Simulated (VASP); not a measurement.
Calculation: AM05 GGA, VASP's PBE PAW potentials (set 64) (plane waves; VASP).

The input files of a VASP run:

**INCAR**
```
! general
SYSTEM  = ZrO2
PREC    = Accurate
ENCUT   = 520
LREAL   = .False.
LASPH   = .True.

! electronic loop
EDIFF   = 1E-7
NELM    = 100
ALGO    = Normal
LMAXMIX = 4

! smearing
ISMEAR  = 0
SIGMA   = 0.05

! functional
GGA     = AM

! ions
ISIF    = 2

! output
LWAVE   = .False.
LCHARG  = .False.
```

File KPOINTS:
```
Automatic mesh
0
Gamma
8 8 8
0 0 0
```

### POSCAR
```
ZrO2
3.6537160
  0.0000000000   0.7071067412   0.7071067412
  0.7071067412   0.0000000000   0.7071067412
  0.7071067412   0.7071067412   0.0000000000
Zr O
1 2
Cart
  0.0000000000   0.0000000000   0.0000000000
  0.3535533706   0.3535533706   0.3535533706
  1.0606601118   1.0606601118   1.0606601118
```

POTCAR, in this order: Zr_sv O (PBE.64 set). Program: vasp_std.

The resulting files:

**OSZICAR**
```
       N       E                     dE             d eps       ncg     rms          rms(c)
DAV:   1     0.189174909336E+03    0.18917E+03   -0.14671E+04   928   0.154E+03
DAV:   2    -0.274942259593E+02   -0.21667E+03   -0.21299E+03  1264   0.383E+02
DAV:   3    -0.348341623370E+02   -0.73399E+01   -0.73341E+01  1360   0.716E+01
DAV:   4    -0.350007027283E+02   -0.16654E+00   -0.16653E+00  1304   0.855E+00
DAV:   5    -0.350037034224E+02   -0.30007E-02   -0.30007E-02  1232   0.891E-01    0.228E+01
DAV:   6    -0.292819358607E+02    0.57218E+01   -0.33937E+01  1048   0.437E+01    0.935E+00
DAV:   7    -0.291744567352E+02    0.10748E+00   -0.14277E+00  1248   0.981E+00    0.572E+00
DAV:   8    -0.291302021770E+02    0.44255E-01   -0.20584E-01  1224   0.449E+00    0.488E-01
DAV:   9    -0.291314855173E+02   -0.12833E-02   -0.11738E-02  1240   0.897E-01    0.346E-01
DAV:  10    -0.291328014664E+02   -0.13159E-02   -0.37829E-03  1096   0.652E-01    0.104E-01
DAV:  11    -0.291328988099E+02   -0.97343E-04   -0.11943E-03  1240   0.293E-01    0.127E-01
DAV:  12    -0.291328489489E+02    0.49861E-04   -0.36122E-04  1016   0.147E-01    0.585E-03
DAV:  13    -0.291328504327E+02   -0.14838E-05   -0.83819E-06  1088   0.249E-02    0.623E-03
DAV:  14    -0.291328512419E+02   -0.80911E-06   -0.28118E-06  1112   0.127E-02    0.384E-03
DAV:  15    -0.291328511185E+02    0.12339E-06   -0.31896E-07  1120   0.490E-03    0.550E-04
DAV:  16    -0.291328510784E+02    0.40068E-07   -0.18107E-08   632   0.122E-03
   1 F= -.29132851E+02 E0= -.29132851E+02  d E =-.148603E-12
```

File OUTCAR:
```
------------------------ aborting loop because EDIFF is reached ----------------------------------------
  FORCE on cell =-STRESS in cart. coord.  units (eV):
  Direction    XX          YY          ZZ          XY          YZ          ZX
  --------------------------------------------------------------------------------------
  Total       -2.7890185     -2.7890185     -2.7890185      0.0000000      0.0000000     -0.0000000
  in kB     -129.5605218   -129.5605218   -129.5605218      0.0000000      0.0000000     -0.0000000
  external PRESSURE =    -129.5605218 kB  Pullay stress =       0.0000000 kB
  volume of cell :       34.49
      direct lattice vectors                 reciprocal lattice vectors
     0.000000000  2.583567214  2.583567214    -0.193530866  0.193530866  0.193530866
     2.583567214  0.000000000  2.583567214     0.193530866 -0.193530866  0.193530866
     2.583567214  2.583567214  0.000000000     0.193530866  0.193530866 -0.193530866
 POSITION                                       TOTAL-FORCE (eV/Angst)
 -----------------------------------------------------------------------------------
      0.00000      0.00000      0.00000         0.000000     -0.000000     -0.000000
      1.29178      1.29178      1.29178        -0.000000     -0.000000     -0.000000
      3.87535      3.87535      3.87535         0.000000      0.000000      0.000000
 -----------------------------------------------------------------------------------
    total drift:                                0.000000      0.000000      0.000000
  FREE ENERGIE OF THE ION-ELECTRON SYSTEM (eV)
  ---------------------------------------------------
  free  energy   TOTEN  =       -29.1328510784 eV

  energy  without entropy=      -29.1328510784  energy(sigma->0) =      -29.13285108
```
(Selected blocks of OUTCAR.)

The compound is ZrO2 in the fluorite structure, the high-temperature cubic form, which is unstable at 0 K; the monoclinic form is the stable one. This cell is one point of a volume scan, at 1.06 of the reference volume.
